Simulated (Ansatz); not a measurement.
**Putting H into Sn**

Method: DFT PBE, scalar-relativistic, plane waves, PAW (Ansatz).

Cutoff 420 eV; k points 14×14×14 on the computed 1-atom cell (Γ-centred); Gaussian smearing, width 0.10 eV; no spin polarisation for the host; each changed cell takes a mesh and smearing chosen by its own gap and starts from the host's moments or customary ones, or runs without spin. Cells and atoms are relaxed to the nearest stationary point that keeps the symmetry of their start (forces under 0.02 to 0.04 eV/Å, stress under 0.1 to 0.2 GPa); energies are at zero smearing, without zero-point or thermal terms.

Relaxed host (gap on the mesh 0 eV):

```
Sn
1.0
    -1.77940    1.77563    2.20655
     1.77940   -1.77563    2.20655
     1.77940    1.77563   -2.20655
Sn
1
Direct
  0.00000 0.00000 0.00000
```

Cases: (1) 1 H in a 1×1×1 repeat of the cell, at (0.500 0.500 0.000) in fractions of that repeat, 2.21 Å from the nearest atom of the relaxed host; (2) 1 H in a 2×2×2 repeat of the cell, at (0.250 0.250 0.000) in fractions of that repeat, 2.21 Å from the nearest atom of the relaxed host; (3) 2 H in a 1×1×1 repeat of the cell, at (0.250 0.750 0.500), (0.750 0.250 0.500) in fractions of that repeat, 2.09 Å from the nearest atom of the relaxed host; (4) 1 H in a 2×2×2 repeat of the cell, at (0.125 0.375 0.250) in fractions of that repeat, 2.09 Å from the nearest atom of the relaxed host.

Question: Give the energy per H taken from half an H2 molecule (negative: uptake is favourable), the swelling and the final surroundings.

Answer:
| case | formula | energy per H (eV) | ΔV (%) | principal strains (%) | nearest host atoms of the first H |
| --- | --- | --- | --- | --- | --- |
| 1 | SnH | 1.00 | +11.7 | +11.2 +0.3 +0.1 | 6 (Sn) from 2.45 Å |
| 2 | Sn8H | 1.02 | +2.8 | +1.7 +0.5 +0.5 | 2 (Sn) from 2.04 Å |
| 3 | SnH2 | 0.76 | +40.6 | +19.2 +8.6 +8.6 | 4 (Sn) from 2.33 Å |
| 4 | Sn8H | 0.95 | +3.3 | +2.5 +0.5 +0.3 | 4 (Sn) from 2.20 Å |

Each ion keeps what symmetry its start has, so a lower place off a symmetric site can be missed, above all for H.

Relaxed structure of case 3, the lowest per ion:

```cif
data_structure
_symmetry_space_group_name_H-M 'I4/mmm'
_symmetry_Int_Tables_number 139
_cell_length_a 3.8600
_cell_length_b 3.8600
_cell_length_c 5.2624
_cell_angle_alpha 90.000
_cell_angle_beta 90.000
_cell_angle_gamma 90.000
_cell_volume 78.41
loop_
_atom_site_label
_atom_site_type_symbol
_atom_site_symmetry_multiplicity
_atom_site_Wyckoff_symbol
_atom_site_fract_x
_atom_site_fract_y
_atom_site_fract_z
_atom_site_occupancy
Sn1 Sn 2 a 0.00000 0.00000 0.00000 1
H1 H 4 d 0.50000 0.00000 0.25000 1
```

This form of Sn (I4/mmm) lies 0.06 eV/atom over the element's standard state.

In SnH2 a bond of the host changes by more than 0.6 Å or the volume by a third: the framework has rearranged or swollen or shrunk strongly, and the figure may no longer describe a topotactic step.

Cost: 5 runs of about 16 core-minutes in all, on Arm Neoverse V1 (shared hosts).